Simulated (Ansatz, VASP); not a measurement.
# BeS: VASP beside Ansatz

```
CELL_PARAMETERS angstrom
0.00000 2.46206 2.46206
2.46206 0.00000 2.46206
2.46206 2.46206 0.00000
ATOMIC_POSITIONS crystal
Be 0.00000 0.00000 0.00000
S 0.25000 0.25000 0.25000
```

Alike in both runs: task single point; functional PBE; k mesh 8 × 8 × 8; occupations gaussian, width 0.02 eV; no spin polarisation.

|  | VASP | Ansatz |
| --- | --- | --- |
| version | VASP 6.6.1 | Ansatz 0.2.0 |
| potentials or method | VASP PAW PBE potentials, release 64 (Be, S) | scalar-relativistic, plane waves, PAW |
| plane-wave cutoff (eV) | 520 | 420 |
| valence electrons in the cell | 8 | 8 |

|  | VASP | Ansatz | Ansatz less VASP |
| --- | --- | --- | --- |
| gap on the k mesh at the Fermi level (eV) | 3.21 | 3.21 | -0.001 |
| least direct gap on the mesh (eV) | 5.51 | 5.51 | +0.002 |
| pressure (GPa) | -2.6 | -2.6 | -0.01 |

A k mesh can miss the band edges. PBE gaps usually lie below the measured ones, often by a third to a half.
